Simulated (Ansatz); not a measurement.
Run this with Ansatz 0.2.0, Python API and show what comes out.

`cds.vasp`
```text
CdS
1.0
   0.00000000    2.75324400    2.75324400
   2.75324400    0.00000000    2.75324400
   2.75324400    2.75324400    0.00000000
Cd S
1 1
Direct
   0.00000000    0.00000000    0.00000000
   0.50000000    0.50000000    0.50000000
```

`kconv_cds.py`:
```python
"""Convergence of CdS with the k-point mesh."""

import ansatz as az
from ase.io import read
from tabulate import tabulate


def main() -> None:
    atoms = read("cds.vasp", format="vasp")
    system = az.Crystal.from_ase(atoms)

    model = system.calculation()
    model = model.functional("lda").pseudopotentials("paw")
    model = model.basis(550)
    model = model.occupations(az.OccupationsMethod.FIXED).stress()

    rows = []
    for value in [0.8, 0.6, 0.5, 0.4, 0.33]:
        rep = model.kpoints(spacing=value).run().report
        rows.append((value, rep["free_energy_ev"] / len(rep["lattice"]["sites"]), rep["n_iterations"], sum(rep["stress_gpa"][i][i] for i in range(3)) / 3, rep["n_kpoints"]))

    print(tabulate(rows, headers=["spacing (1/A)", "F/atom (eV)", "iterations", "P (GPa)", "k-points"], floatfmt=".4f", tablefmt="simple"))

    # differences from the last row
    for row in rows[:-1]:
        shift = 1000 * (row[1] - rows[-1][1])
        print(f"{row[0]}: {shift:+.2f} meV/atom" + ("  (within 1 meV)" if abs(shift) < 1 else ""))


if __name__ == "__main__":
    main()
```

```console
$ python kconv_cds.py
RunWarning: iter 1: σ=0 fill of 13 bands saw a band overlap (occupied 9.2168 eV > unoccupied 9.1093 eV) — on an unconverged iterate often a transient of an unconverged empty band; one that stands at the close is told there (band_overlap_at_count); if the run fails to converge, the spectrum is likely genuinely metallic [...]
RunWarning: the bands overlap at the fill by count (13 filled at each k-point of a channel): the highest filled level, 9.160533 eV at k-index 2, stands 0.0792 eV over the lowest empty one, 9.081318 eV at k-index 6, so that a fill of the lowest levels lies lower and no gap is reported. A metal, or a carrier in a host's [...]
  spacing (1/A)    F/atom (eV)    iterations    P (GPa)    k-points
---------------  -------------  ------------  ---------  ----------
         0.8000     -4494.0533             6    -5.6213           4
         0.6000     -4494.1635             6    -6.5212           8
         0.5000     -4494.1635             6    -6.5212           8
         0.4000     -4494.1953             6    -6.7660          10
         0.3300     -4494.2040             6    -6.8518          16
0.8: +150.62 meV/atom
0.6: +40.42 meV/atom
0.5: +40.42 meV/atom
0.4: +8.63 meV/atom
```
(Warnings from the package without file and line, shortened, repeats left out.)

Caveats:
- The input holds a mistake (fixed occupations, though the bands overlap at this level of theory), so what it prints is no property of CdS.
- This is a high-temperature or high-pressure form, not the ambient phase.
- Pressure is positive in compression.
- At these settings the cell as given stands under about -7 GPa, so it isn't at this functional's equilibrium volume.
- The structure comes from a database of computed cells and needn't be a stable or known phase.
- Shifts are counted from the finest mesh, which is itself no proven limit.
- Wall time of the script: 4 s on 1 thread of Intel(R) Xeon(R) Processor @ 2.30GHz (shared host), peak memory 0.54 GiB.
